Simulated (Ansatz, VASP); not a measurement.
# CdS in VASP and in Ansatz

INCAR

```
PREC = Accurate
ENCUT = 520
EDIFF = 1E-6
ISMEAR = -1
SIGMA = 0.01
LREAL = F
LASPH = T
NELM = 100
ALGO = Normal
ISIF = 2
LWAVE = F
LCHARG = F
GGA = PE
NBANDS = 26
```

The input KPOINTS:

```
regular mesh
0
Gamma
  7 7 4
```

The input POSCAR:

```
CdS
1.0
    4.1761471954      0.0000000000      0.0000000000
   -2.0880735977      3.6166495612      0.0000000000
    0.0000000000      0.0000000000      6.7490000000
Cd S
2 2
Direct
    0.3333333333      0.6666666667      0.0000000000
    0.6666666667      0.3333333333      0.5000000000
    0.3333333333      0.6666666667      0.3850000000
    0.6666666667      0.3333333333      0.8850000000
```

Input for Ansatz:

```yaml
crystal:
  lattice:
    - [4.1761471954, 0.0, 0.0]
    - [-2.0880735977, 3.6166495612, 0.0]
    - [0.0, 0.0, 6.749]
  atoms:
    - { symbol: Cd, position: [0.3333333333, 0.6666666667, 0.0] }
    - { symbol: Cd, position: [0.6666666667, 0.3333333333, 0.5] }
    - { symbol: S, position: [0.3333333333, 0.6666666667, 0.385] }
    - { symbol: S, position: [0.6666666667, 0.3333333333, 0.885] }
kpoints:
  mp_grid: { grid: [7, 7, 4] }
  band_path:
    path:
      - [0.0, 0.0, 0.0]
      - [0.5, 0.0, 0.0]
      - [0.3333333333, 0.3333333333, 0.0]
      - [0.0, 0.0, 0.0]
      - [0.0, 0.0, 0.5]
      - [0.5, 0.0, 0.5]
      - [0.3333333333, 0.3333333333, 0.5]
      - [0.0, 0.0, 0.5]
      - [0.5, 0.0, 0.5]
    npoints: 5
scf:
  occupations: { method: fermi_dirac, width: 0.01 }
hamiltonian:
  xc: pbe
  pseudopotentials: { kind: all_electron, lapw: { basis_error: 0.001 } }
output:
  forces: true
  stress: true
  eigenvalues: true
```

Change from the starting cell: equal xx and yy strain of +1 %.

Alike in both runs: task single point; functional PBE; k mesh 7 × 7 × 4; occupations fermi-dirac, width 0.01 eV; no spin polarisation.

```csv
,VASP,Ansatz
version,VASP 6.6.1,Ansatz 0.2.0
potentials or method,"VASP PAW PBE potentials, release 64 (Cd, S)","all-electron LAPW, scalar-relativistic"
plane-wave cutoff (eV),520,see its input
```

|  | VASP | Ansatz | Ansatz less VASP |
| --- | --- | --- | --- |
| gap on the k mesh at the Fermi level (eV) | 1.19 | 1.19 | -0.002 |
| pressure (GPa) | 1.6 | 1.3 | -0.29 |
| largest component of the traceless stress (GPa) | 0.77 | 0.73 | -0.033 |
| rms of the force components (eV/Å) | 0.110 | 0.107 | -0.0027 |

Atom by atom the forces differ by 0.003 eV/Å (rms over components). Ansatz ran all-electron here, so the differences hold the error of VASP's frozen core and of both bases.
